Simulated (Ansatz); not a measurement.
# Fe3Ge (Fm-3m) in Ansatz: reference runs, part 2 of 2

Ansatz 0.2.0. Earlier steps stand in the parts before.

### 9 Single point, PBEsol, collinear spin, ferromagnetic start, 12.36 Å³/atom (volume scaled by 1.04)

Contents of input.yaml:

```yaml
crystal:
  lattice:
    - [0.0, 2.9134264198, 2.9134264198]
    - [2.9134264198, 0.0, 2.9134264198]
    - [2.9134264198, 2.9134264198, 0.0]
  atoms:
    - { symbol: Ge, position: [0.0, 0.0, 0.0] }
    - { symbol: Fe, position: [0.75, 0.75, 0.75], spin: 3.0 }
    - { symbol: Fe, position: [0.25, 0.25, 0.25], spin: 3.0 }
    - { symbol: Fe, position: [0.5, 0.5, 0.5], spin: 3.0 }
hamiltonian:
  xc: pbesol
  pseudopotentials: { kind: paw }
magnetization:
  spin_polarized: true
kpoints:
  mp_grid: { grid: [8, 8, 8] }
scf:
  occupations: { method: fermi_dirac, width: 0.05 }
output:
  forces: true
  stress: true
  eigenvalues: true
```

Potentials or basis: Ansatz PAW.

On the command line:

```sh
ansatz run input.yaml --threads 2 --pin off --max-ram 5632MiB --backend cpu --events-out ev --progress --plain --runs-dir out
```

Wall time 6.2 s (2 threads of Arm Neoverse V2, shared host); peak memory 0.45 GiB.

Results (log left out):

| Quantity | Value |
| --- | --- |
| Free energy | -17600.4114 eV |
| Pressure | -15.6 GPa |
| Band gap on the k mesh | none (metal or under the smearing width) |
| Net moment | 6.13 μB per cell |
| Absolute moment | 6.55 μB per cell |
| Site moments | Ge -0.06; Fe +1.85, +2.57 μB |

Caveat: the PAW data sets come from PBE, with cores solved anew for the run's functional, which leaves a small shift of forces and pressure.

### 10 Single point, PBEsol, collinear spin, ferromagnetic start, 12.60 Å³/atom (volume scaled by 1.06)

Edit input.yaml of step 9 so:

```diff
@@ -2,5 +2,5 @@
   lattice:
-    - [0.0, 2.9134264198, 2.9134264198]
-    - [2.9134264198, 0.0, 2.9134264198]
-    - [2.9134264198, 2.9134264198, 0.0]
+    - [0.0, 2.9319837763, 2.9319837763]
+    - [2.9319837763, 0.0, 2.9319837763]
+    - [2.9319837763, 2.9319837763, 0.0]
   atoms:
@@ -23 +23,5 @@
   eigenvalues: true
+  write_density: true
+  write_potential: true
+  elf: true
+  volumetric_format: npy
```

Potentials or basis: Ansatz PAW.

On the command line:

```sh
ansatz run input.yaml --threads 2 --pin off --max-ram 5632MiB --backend cpu --events-out ev --progress --plain --runs-dir out
```

Output:

```text
Warning: RAYON_NUM_THREADS=2 ignored (pool sized by the plan → 2); use --threads N
Engine: ansatz 0.2.0, aarch64-unknown-linux-gnu
Pseudopotentials: kind: paw
Pseudopotential: Ge, paw, valence charge 14, recommended cutoff 420 eV (normal), Ge.paw.azcp
Pseudopotential: Fe, paw, valence charge 16, recommended cutoff 420 eV (normal), Fe.paw.azcp
Functional definition: PBEsol
  exchange = pbesol_x
  correlation = pbesol_c
Crystal: 4 atoms, lattice volume = 50.410 Å³
Basis set: ecut = 420 eV, 965 PW (Γ), exchange–correlation on 60×60×60 points (8 copies of the dense FFT grid, shifted against one another)
Bands: 43, of which v1, the nominal top of the filled ones, is band 31 counted from 1 (30 counted from 0)
Symmetry: 48 space group operations
Space group: Fm-3m (ITA 225), of the structure as read, at distance tolerance 3.7e-5 Å
Magnetic group: BNS 225.116 (UNI 1618), of the structure as read, at distance tolerance 3.7e-5 Å
k-points: 29 of 512
Non-local potential: Ge, projectors of the file, l = 0: 2, l = 1: 2, l = 2: 3, l = 3: 1
Non-local potential: Fe, projectors of the file, l = 0: 3, l = 1: 2, l = 2: 3, l = 3: 1
PAW form: soft (Blöchl's): semilocal exchange-correlation on the pseudo side does not see the compensation charge
PAW frozen core: Ge, regenerated for the run's functional, and the local potential with it (the file was generated under x = pbe(κ = 0.804, μ = 0.2195149727645171), c = pbe(β = 0.06672455060314922))
PAW frozen core: Fe, regenerated for the run's functional, and the local potential with it (the file was generated under x = pbe(κ = 0.804, μ = 0.2195149727645171), c = pbe(β = 0.06672455060314922))
PAW one-centre angular grid: Ge, 590 points (default); XC on 64 Gauss nodes
PAW one-centre angular grid: Fe, 590 points (default); XC on 64 Gauss nodes
Initial density: superposition of atomic densities (chi_scale 0.1, normalization cell)
Starting moments: Σ|m| = 9 μB on 3 of 4 sites
Initial wavefunctions: pseudopotential atomic-orbital guess
Functional: x = pbesol(κ = 0.804, μ = 0.12345679012345678), c = pbesol(β = 0.046)
SCF iter   1: F=—  HF=-17599.169561 eV  |F-HF|=—  |Δ(HF+E_count)|=         —  Δρ=8.51e-2 (↑8.51e-2 ↓4.13e-2)  dr2=2.35e0  dr2_m=1.22e0  M=6.692 μB ∫|m|=6.959 μB  β_m=0.30  ethr=3.10e-3  ⟨swp⟩=5.4  Hψ=8112  notcnv=0  defer=13
Mixer restart at iter 1: flushing history
preconditioner: auto → Kerker (q_TF=auto, 2.824 Å⁻¹)  [metal: Δε(μ)=0.008 eV  Ē_g=13.426 eV  σ=0.050 eV  W_gap=0.04  n_scr=14 (ndim 8)  ℏωp=32.2 eV  f_vac=0.000  D(μ)=3.70/eV (n_scr^D=50)]
spin=Collinear: Kerker preconditioning applied to the charge; magnetization (m = ρ↑ − ρ↓) channel mixes plain (no charge-response kernel on spin).
SCF iter   2: F=—  HF=-17598.527046 eV  |F-HF|=—  |Δ(HF+E_count)|=   6.43e-1  Δρ=3.39e-2 (↑3.39e-2 ↓3.02e-2)  dr2=3.93e-1  dr2_m=3.66e-1  M=6.855 μB ∫|m|=7.168 μB  β_m=0.41  ethr=3.10e-3  ⟨swp⟩=2.6  Hψ=3896  notcnv=0  defer=187
SCF iter   3: F=—  HF=-17599.614584 eV  |F-HF|=—  |Δ(HF+E_count)|=    1.09e0  Δρ=2.39e-2 (↑1.71e-2 ↓2.39e-2)  dr2=2.22e-1  dr2_m=1.63e-1  M=6.653 μB ∫|m|=7.038 μB  β_m=0.70  ethr=6.34e-4  ⟨swp⟩=2.5  Hψ=3617  notcnv=0  defer=188
SCF iter   4: F=—  HF=-17600.335753 eV  |F-HF|=—  |Δ(HF+E_count)|=         —  Δρ=1.12e-2 (↑5.00e-3 ↓1.12e-2)  dr2=1.03e-1  dr2_m=2.08e-2  M=6.351 μB ∫|m|=6.801 μB  β_m=0.70  ethr=3.58e-4  ⟨swp⟩=3.0  Hψ=4282  notcnv=0  defer=188
Mixer restart at iter 4: flushing history
SCF iter   5: F=—  HF=-17600.320453 eV  |F-HF|=—  |Δ(HF+E_count)|=   1.53e-2  Δρ=6.54e-3 (↑6.54e-3 ↓5.12e-3)  dr2=2.05e-2  dr2_m=1.19e-2  M=6.295 μB ∫|m|=6.743 μB  β_m=0.85  ethr=1.66e-4  ⟨swp⟩=2.1  Hψ=3557  notcnv=0  defer=163
SCF iter   6: F=—  HF=-17600.318095 eV  |F-HF|=—  |Δ(HF+E_count)|=   2.36e-3  Δρ=4.51e-3 (↑4.51e-3 ↓3.39e-3)  dr2=2.37e-2  dr2_m=2.95e-4  M=6.287 μB ∫|m|=6.731 μB  β_m=0.69  ethr=3.31e-5  ⟨swp⟩=2.4  Hψ=4623  notcnv=0  defer=163
SCF iter   7: F=—  HF=-17600.311552 eV  |F-HF|=—  |Δ(HF+E_count)|=   6.54e-3  Δρ=1.95e-3 (↑1.95e-3 ↓1.40e-3)  dr2=3.60e-3  dr2_m=8.18e-5  M=6.271 μB ∫|m|=6.713 μB  β_m=0.78  ethr=3.31e-5  ⟨swp⟩=2.2  Hψ=4546  notcnv=0  defer=163
SCF iter   8: F=—  HF=-17600.312431 eV  |F-HF|=—  |Δ(HF+E_count)|=   8.79e-4  Δρ=5.98e-4 (↑5.21e-4 ↓5.98e-4)  dr2=4.26e-4  dr2_m=2.04e-6  M=6.285 μB ∫|m|=6.725 μB  β_m=0.68  ethr=5.81e-6  ⟨swp⟩=2.1  Hψ=3572  notcnv=0  defer=163
SCF iter   9: F=—  HF=-17600.312435 eV  |F-HF|=—  |Δ(HF+E_count)|=   3.46e-6  Δρ=2.28e-4 (↑2.28e-4 ↓1.74e-4)  dr2=2.27e-5  dr2_m=1.13e-5  M=6.292 μB ∫|m|=6.733 μB  β_m=0.84  ethr=6.88e-7  ⟨swp⟩=2.0  Hψ=3613  notcnv=0  defer=163
SCF iter  10: F=—  HF=-17600.312445 eV  |F-HF|=—  |Δ(HF+E_count)|=   1.06e-5  Δρ=1.30e-4 (↑1.30e-4 ↓1.16e-4)  dr2=1.91e-5  dr2_m=1.36e-7  M=6.291 μB ∫|m|=6.732 μB  β_m=0.70  ethr=3.66e-8  ⟨swp⟩=2.0  Hψ=4225  notcnv=0  defer=163
SCF iter  11: F=—  HF=-17600.312445 eV  |F-HF|=—  |Δ(HF+E_count)|=   6.10e-7  Δρ=4.19e-5 (↑3.49e-5 ↓4.19e-5)  dr2=2.27e-6  dr2_m=3.23e-8  M=6.293 μB ∫|m|=6.733 μB  β_m=0.80  ethr=3.08e-8  ⟨swp⟩=2.0  Hψ=3588  notcnv=0  defer=163
SCF iter  12: F=—  HF=-17600.312446 eV  |F-HF|=—  |Δ(HF+E_count)|=   1.74e-6  Δρ=1.74e-5 (↑8.13e-6 ↓1.74e-5)  dr2=7.32e-8  dr2_m=6.51e-8  M=6.294 μB ∫|m|=6.734 μB  β_m=0.90  ethr=3.65e-9  ⟨swp⟩=2.0  Hψ=3127  notcnv=0  defer=163
SCF iter  13: F=—  HF=-17600.312446 eV  |F-HF|=—  |Δ(HF+E_count)|=   6.59e-8  Δρ=6.22e-6 (↑4.64e-6 ↓6.22e-6)  dr2=5.01e-8  dr2_m=1.80e-9  M=6.294 μB ∫|m|=6.734 μB  β_m=0.95  ethr=1.18e-10  ⟨swp⟩=2.1  Hψ=3141  notcnv=0  defer=163
SCF iter  14: F=-17600.312446 eV  HF=-17600.312446 eV  |F-HF|=1.33e-8  |Δ(HF+E_count)|=   1.78e-9  Δρ=4.14e-6 (↑1.80e-6 ↓4.14e-6)  dr2=1.55e-8  dr2_m=9.72e-10  M=6.294 μB ∫|m|=6.734 μB  ethr=8.08e-11  ⟨swp⟩=9.9  Hψ=13714  notcnv=0
SCF 1 converged in 14 iterations: F = -17600.312446 eV  dr2 = 1.55e-8
SCF converged after 14 iterations
Magnetization: 6.2937 μB (34.1469 up, 27.8531 down)
Absolute magnetization: 6.7345 μB (∫|ρ↑−ρ↓|, with the PAW one-centre terms)
Spin contamination: 0.1084 ħ² per cell (⟨S²⟩ above its minimum at these occupations)
Per-site moments (μB) at R_I (Å): [(-0.0600431053042724, 1.0474086289258475), (1.9370251622661403, 1.0474086289258475), (1.9370251622661403, 1.0474086289258475), (2.582782388255513, 1.0474086289258475)]
Free energy (F): -17600.312446 eV
Harris-Foulkes:  -17600.312446 eV  (|F-HF|=1.33e-8)
Internal energy: -17600.284993 eV  (E = F + TS)
E sigma→0 (E₀):  -17600.298720 eV
Entropy (-TS):   -0.027454 eV (-6.863 meV/atom)
Fermi energy:    16.838286 eV
--- Per-component energies (eV) ---
  E_band       = -749.544231
  E_kinetic    = 1162.948097
  E_local      = -8403.562285  (includes V_loc(G=0)·N_el)
  E_nonlocal   = 1086.539778
  E_hartree    = 3568.026065
  E_xc         = -424.859026
  E_vxc        = -517.190526  (∫ρ·V_xc dr)
  E_paw        = -5989.225161  (= ΣΔE_a)
  E_vpaw       = -1214.342621  (= ΣTr[D̂ρ^β])
  E_aug_tail   = 0.002589  (compensation charges beyond the density's cutoff)
  E_ewald      = -8601.610591
  E_core_change = 1.455541  (= ΣΔE_core)
  E_smearing   = -0.027454  (= −TS)
  E_closure    = 0.000000  (closes the sum)
  Σ components = -17600.312446   (vs F -17600.312446, Δ=0.00e0)
--- Forces (eV/Å), atoms counted from 1 ---
  atom   1  Ge    -0.00000000     0.00000000     0.00000000
  atom   2  Fe     0.00000000     0.00000000     0.00000000
  atom   3  Fe     0.00000000    -0.00000000    -0.00000000
  atom   4  Fe     0.00000000    -0.00000000     0.00000000
  max |Σ_I F_I| component: 1.39e-17 eV/Å
--- Stress (GPa, compression-positive) ---
      -17.686101      -0.000000       0.000000
       -0.000000     -17.686101       0.000000
       -0.000000      -0.000000     -17.686101
  P = ⅓ Tr σ = -17.6861 GPa (-176.861 kbar)
--- Band table (eV; the first three rows and the last of 58) ---
  k-point 0 ↑: bands = ["-71.3326", "-70.6393", "-70.6307", "-37.5205", "-37.5205", "-37.5205", "-36.8563", "-36.8563", "-36.8563", "-36.8106", "-36.8106", "-36.8106", "-7.6703", "-7.6703", "-7.6703", "-7.6459", "-7.6459", "5.2643", "12.7104", "12.7104", "12.7104", "12.7562", "12.7562", "13.8733", "13.8733", "13.8733", "15.4346", "15.4346", "15.8613", "15.8613", "15.8613", "16.0707", "16.0707", "18.3916", "20.3143", "20.3143", "20.3143", "22.1714", "22.1714", "22.1714", "24.6263", "24.6263", "24.6263"]
  k-point 1 ↑: bands = ["-71.3324", "-70.6391", "-70.6311", "-37.5210", "-37.5210", "-37.5205", "-36.8544", "-36.8544", "-36.8530", "-36.8143", "-36.8119", "-36.8119", "-7.6705", "-7.6701", "-7.6701", "-7.6456", "-7.6456", "5.4509", "12.4356", "12.4883", "12.4883", "13.1047", "13.1047", "13.8287", "13.8560", "13.8560", "15.4124", "15.4124", "15.6205", "15.7161", "15.7161", "16.0954", "16.0954", "18.3125", "19.9654", "20.1431", "20.1431", "22.0443", "22.2530", "22.2530", "24.5785", "24.5785", "24.9401"]
  k-point 2 ↑: bands = ["-71.3320", "-70.6384", "-70.6322", "-37.5224", "-37.5224", "-37.5202", "-36.8492", "-36.8492", "-36.8452", "-36.8232", "-36.8159", "-36.8159", "-7.6711", "-7.6695", "-7.6695", "-7.6450", "-7.6450", "5.9776", "11.6813", "12.3769", "12.3769", "13.5036", "13.5036", "13.6598", "13.8685", "13.8685", "15.2789", "15.3046", "15.3046", "15.5002", "15.5002", "16.0439", "16.0439", "17.6895", "19.4132", "19.8914", "19.8914", "21.9111", "21.9111", "22.8393", "25.2706", "25.3123", "25.3123"]
  k-point 28 ↓: bands = ["-68.4194", "-68.4194", "-68.3407", "-34.7775", "-34.7262", "-34.7262", "-34.7026", "-34.6468", "-34.6467", "-34.5399", "-34.5399", "-34.5165", "-7.6825", "-7.6825", "-7.6782", "-7.6639", "-7.6607", "7.6851", "11.8022", "11.8022", "12.7331", "14.5810", "15.4076", "15.4076", "15.6635", "16.2797", "16.2797", "16.3929", "17.0968", "17.7713", "17.7807", "17.7807", "17.8987", "18.4752", "18.4752", "18.4799", "22.6087", "23.8302", "24.6395", "24.6395", "28.6959", "28.6959", "30.1706"]
```

v_z.tsv:

```text
# z_ang	v_es[eV]	v_tot_up[eV]	v_tot_dn[eV]
# format = ansatz-planar-average/11
# xc	pbesol
# density_cutoff_ev	1680
# datasets	Ge=:simpson_from_first_knot:soft:shift=-1170623	Fe=:simpson_from_first_knot:soft:shift=-844433
# lattice	0.000000000	2.931983776	2.931983776
# lattice	2.931983776	0.000000000	2.931983776
# lattice	2.931983776	2.931983776	0.000000000
# sites	4
# site	32	0.000000000	0.000000000	0.000000000
# site	26	4.397975664	4.397975664	4.397975664
# site	26	1.465991888	1.465991888	1.465991888
# site	26	2.931983776	2.931983776	2.931983776
0.000000	8.900957e0	-3.277930e0	-3.224729e0
0.138215	8.711179e0	-3.514921e0	-3.460947e0
0.276430	8.269049e0	-4.063539e0	-4.006024e0
0.414645	7.805962e0	-4.632795e0	-4.571445e0
0.552860	7.470908e0	-5.044857e0	-4.986089e0
0.691075	7.343226e0	-5.225372e0	-5.167028e0
[... 22 lines left out ...]
3.870021	8.269049e0	-4.063539e0	-4.006024e0
4.008236	8.711179e0	-3.514921e0	-3.460947e0
```

It took 6.9 s on 2 threads of Arm Neoverse V2, shared host; peak memory 0.45 GiB.

Results:

```yaml
Free_energy: -17600.3124 eV
Pressure: -17.7 GPa
Band_gap_on_the_k_mesh: none (metal or under the smearing width)
Net_moment: 6.29 μB per cell
Absolute_moment: 6.73 μB per cell
Site_moments: Ge -0.06; Fe +1.94, +2.58 μB
```

Caveat: the PAW data sets come from PBE, with cores solved anew for the run's functional, which leaves a small shift of forces and pressure.

### 11 Equation of state, PBEsol, collinear spin, ferromagnetic start

No new run: the results of the series are fitted here.

What came out:

- Equilibrium volume: 11.12 Å³/atom (rough: see the caveat)
- Bulk modulus: 206 GPa (rough)

Energy against volume, from the lowest point:
```
volume (Å³/atom)  energy (meV/atom)
          11.176               0.00
          11.414               4.10
          11.651              14.34
          11.889              29.06
          12.127              47.05
          12.365              68.55
          12.602              93.29
```

Caveat: the minimum lies outside the volumes run.

### 12 Overview

| task | cell | gap on the mesh (eV) | pressure (GPa) | moment (μB) |
| --- | --- | --- | --- | --- |
| single point | as given | none | -11.0 | 5.65 |
| single point | atoms moved at random, drawn with an rms of 0.05 Å | none | -10.9 | 5.65 |
| equation of state | as given | - | - | - |

Alike in all rows: level PBEsol; potentials or basis Ansatz PAW; spin collinear, ferromagnetic start; k mesh 8 × 8 × 8; cutoff (eV) 420; smearing fermi-dirac 0.05 eV.

Caveats: the PAW data sets come from PBE, with cores solved anew for the run's functional, which leaves a small shift of forces and pressure (some runs); the minimum lies outside the volumes run (some runs).

Total energies depend on the potentials used, so only differences within one code and one set of settings carry meaning.
